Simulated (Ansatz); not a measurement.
# Sn3Te: a trial structure relaxed, part 2 of 2

The task: take a trial cell of Sn3Te to zero force and stress.

Ansatz 0.2.0; DFT PBE, scalar-relativistic, plane waves, PAW.

## Step 4: Relaxation on the finer mesh

The end of the coarse run is made exact in the group found at a tolerance of 0.06 Å and reduced to its primitive cell.

Contents of input.yaml:

```yaml
crystal:
  lattice:
    - [-3.1334954809, 3.1334954809, 3.1334954809]
    - [3.1334954809, -3.1334954809, 3.1334954809]
    - [3.1334954809, 3.1334954809, -3.1334954809]
  atoms:
    - { symbol: Sn, position: [0.0, 0.5, 0.5] }
    - { symbol: Sn, position: [0.5, 0.0, 0.5] }
    - { symbol: Sn, position: [0.5, 0.5, 0.0] }
    - { symbol: Te, position: [0.0, 0.0, 0.0] }
basis:
  ecutwfc: 420
kpoints:
  mp_grid: { grid: [10, 10, 10] }
hamiltonian:
  xc: pbe
scf:
  occupations: { method: gaussian, width: 0.1 }
output:
  forces: true
  stress: true
  eigenvalues: true
relax:
  adjacent_minimum: "off"
  f_tol: 0.01
  max_steps: 80
  cell: { stress_tol: 0.05 }
```

The run is started by

```
$ ansatz run input.yaml --threads 1 --pin off --max-ram 2560MiB --backend cpu --events-out ev --progress --plain --runs-dir out
```

Standard output (excerpt; [...] marks lines left out):

```text
Warning: RAYON_NUM_THREADS=1 ignored (pool sized by the plan → 1); use --threads N
[...]
Pseudopotentials: kind: paw
Pseudopotential: Sn, paw, valence charge 14, recommended cutoff 420 eV (normal), Sn.paw.azcp
Pseudopotential: Te, paw, valence charge 16, recommended cutoff 420 eV (normal), Te.paw.azcp
Functional definition: PBE
[...]
Crystal: 4 atoms, lattice volume = 123.069 Å³
Basis set: ecut = 420 eV, 2347 PW (Γ), exchange–correlation on 80×80×80 points (8 copies of the dense FFT grid, shifted against one another)
Bands: 35, of which v1, the nominal top of the filled ones, is band 29 counted from 1 (28 counted from 0)
Symmetry: 48 space group operations
Space group: Im-3m (ITA 229), of the structure as read, at distance tolerance 5.0e-5 Å
k-points: 47 of 1000
[...]
SCF iter   1: F=—  HF=-25052.919238 eV  |F-HF|=—  |Δ(HF+E_count)|=         —  Δρ=3.30e-3  dr2=5.03e-2  ethr=1.77e-3  ⟨swp⟩=6.8  Hψ=7022  notcnv=0  defer=5
[...]
  atom   4  Te    -0.00000000     0.00000000     0.00000000
[...]
--- Stress (GPa, compression-positive) ---
       -0.000796      -0.000000       0.000000
       -0.000000      -0.000796      -0.000000
       -0.000000      -0.000000      -0.000796
  P = ⅓ Tr σ = -0.0008 GPa (-0.008 kbar)
--- Band table (eV; the first three rows and the last of 47) ---
[...]
--- Relaxed structure (3 steps of the walk, 3 accepted, 1 SCFs on fresh bases) ---
  F+E_penalty+E_count = -25052.90142550 eV   max|allowed force component| = 2.443e-29 eV/Å   (the final SCF, on the basis selected at the relaxed cell)
  cell:  # Å, volume = 122.4729 Å³
    - [-3.128431544299784, 3.128431544299784, 3.128431544299784]
    - [3.128431544299784, -3.128431544299784, 3.128431544299784]
    - [3.128431544299784, 3.128431544299784, -3.128431544299784]
  atoms:
    - { symbol: Sn, position: [1.766013252144015e-35, 0.5, 0.5] }
    - { symbol: Sn, position: [0.5, 3.7193488380606516e-35, 0.5] }
    - { symbol: Sn, position: [0.5, 0.5, 2.5847353780123363e-35] }
    - { symbol: Te, position: [-5.301955464415973e-37, 1.140420611158285e-36, 1.0103726468733023e-36] }
```

Run time: 83 s. Hardware: 1 thread of Intel Xeon at 2.50GHz (Skylake/Cascade Lake), shared host; peak memory 0.51 GiB.

Relaxation path:

| step | energy from step 1 (eV/cell) | largest force component (eV/Å) | pressure (GPa) | volume (Å³) |
| --- | --- | --- | --- | --- |
| 1 | 0.0000 | 0.0000 | -0.21 | 123.07 |
| 2 | -0.0005 | 0.0000 | 0.08 | 122.24 |
| 3 | -0.0005 | 0.0000 | 0.00 | 122.47 |
| 4 | -0.0004 | 0.0000 | 0.00 | 122.47 |

Step 1 is the start. Step 4 repeats the geometry before it on a plane-wave basis chosen anew for that cell, so its energy need not be comparable with the rows above.

Lengths and angles in the start's conventional setting:

|  | before | after | change |
| --- | --- | --- | --- |
| a (Å) | 6.267 | 6.257 | -0.2 % |
| b (Å) | 6.267 | 6.257 | -0.2 % |
| c (Å) | 6.267 | 6.257 | -0.2 % |
| volume (Å³/atom) | 30.77 | 30.62 | -0.5 % |
| shortest distance (Å) | 3.133 | 3.128 | -0.2 % |
| space group (0.01 Å) | Im-3m | Im-3m | same |

The run keeps the 48 symmetry operations of the start, so it could not have lowered the symmetry.

## Step 5: Changing settings: mp_grid.grid [3, 3, 3], occupations.method cold, occupations.width 0.005

Contents of input.yaml:

```yaml
crystal:
  lattice:
    - [-3.1284315443, 3.1284315443, 3.1284315443]
    - [3.1284315443, -3.1284315443, 3.1284315443]
    - [3.1284315443, 3.1284315443, -3.1284315443]
  atoms:
    - { symbol: Sn, position: [0.0, 0.5, 0.5] }
    - { symbol: Sn, position: [0.5, 0.0, 0.5] }
    - { symbol: Sn, position: [0.5, 0.5, 0.0] }
    - { symbol: Te, position: [0.0, 0.0, 0.0] }
basis:
  ecutwfc: 420
kpoints:
  mp_grid: { grid: [3, 3, 3] }
hamiltonian:
  xc: pbe
scf:
  occupations: { method: cold, width: 0.005 }
output:
  forces: true
  eigenvalues: true
  stress: true
```

The run is started by

```
$ ansatz run input.yaml --threads 1 --pin off --max-ram 2560MiB --backend cpu --events-out ev --progress --plain --runs-dir out
```

Standard output (excerpt; [...] marks lines left out):

```text
Warning: RAYON_NUM_THREADS=1 ignored (pool sized by the plan → 1); use --threads N
[...]
Pseudopotentials: kind: paw
Pseudopotential: Sn, paw, valence charge 14, recommended cutoff 420 eV (normal), Sn.paw.azcp
Pseudopotential: Te, paw, valence charge 16, recommended cutoff 420 eV (normal), Te.paw.azcp
Functional definition: PBE
[...]
Crystal: 4 atoms, lattice volume = 122.473 Å³
Basis set: ecut = 420 eV, 2347 PW (Γ), exchange–correlation on 80×80×80 points (8 copies of the dense FFT grid, shifted against one another)
Bands: 35, of which v1, the nominal top of the filled ones, is band 29 counted from 1 (28 counted from 0)
Symmetry: 48 space group operations
Space group: Im-3m (ITA 229), of the structure as read, at distance tolerance 5.0e-5 Å
k-points: 4 of 27
[...]
SCF iter   1: F=—  HF=-25052.737137 eV  |F-HF|=—  |Δ(HF+E_count)|=         —  Δρ=4.43e-3  dr2=8.14e-2  ethr=1.77e-3  ⟨swp⟩=8.5  Hψ=609  notcnv=0
[...]
SCF converged after 7 iterations
Stability not checked: this state was not tested for a lower state beside it, because cold or Methfessel-Paxton smearing, or corrected tetrahedra, fill the levels in a way that the test cannot read (fill_not_monotonic; see scf.lower_state_search)
Free energy (F): -25052.711960 eV
[...]
E sigma→0 (E₀):  -25052.711979 eV
Entropy (-TS):   0.000057 eV (0.014 meV/atom)
Fermi energy:    9.349690 eV
[...]
--- Forces (eV/Å), atoms counted from 1 ---
  atom   1  Sn     0.00000000    -0.00000000     0.00000000
  atom   2  Sn     0.00000000     0.00000000    -0.00000000
  atom   3  Sn     0.00000000    -0.00000000     0.00000000
  atom   4  Te    -0.00000000     0.00000000    -0.00000000
[...]
--- Stress (GPa, compression-positive) ---
       -0.587678       0.000000       0.000000
        0.000000      -0.587678       0.000000
        0.000000      -0.000000      -0.587678
  P = ⅓ Tr σ = -0.5877 GPa (-5.877 kbar)
--- Band table (eV) ---
[...]
```

It took 3.2 s on 1 thread of Intel Xeon at 2.50GHz (Skylake/Cascade Lake), shared host; peak memory 0.37 GiB.

| run | ending | energy change | pressure (GPa) | gap (eV) | force (eV/Å) | cycles | time |
| --- | --- | --- | --- | --- | --- | --- | --- |
| step 4 | converged | 0 | 0.0 | 0.00 | 0.00 | - | 83 s |
| variant | converged | +46.6 meV/atom (σ→0) | -0.6 | 0.00 | 0.00 | 7 | 3.2 s |

Changing the k-point mesh and smearing moves the energy by +46.6 meV/atom (σ→0 values), and the pressure goes from 0.0 to -0.6 GPa. More than one kind of setting changed, and this run alone doesn't tell their shares apart. The variant is not converged in its settings.

## Step 6: Outcome

This closing draws on all 2 parts. Changes of volume or cell count from the first structure of part 1.

```
                              quantity                                                                      value
symmetry at the end (tolerance 0.05 Å)                                                space group Im-3m (No. 229)
                     conventional cell  a = 6.257 Å, b = 6.257 Å, c = 6.257 Å, α = 90.00°, β = 90.00°, γ = 90.00°
                                volume                                                              30.62 Å³/atom
     energy over the elements, grey Sn                                                              -0.08 eV/atom
                       gap on the mesh                                                               none (metal)
```

In words: The space group Im-3m (No. 229) is kept, and the volume per atom shrinks by 8.3 % from the first guess. A negative formation energy is needed for stability but isn't enough; other structures and compounds were not set against it here. No finished test with a distortion of lower symmetry is shown, so the end may be a saddle point. Spin-orbit coupling is left out for Te.
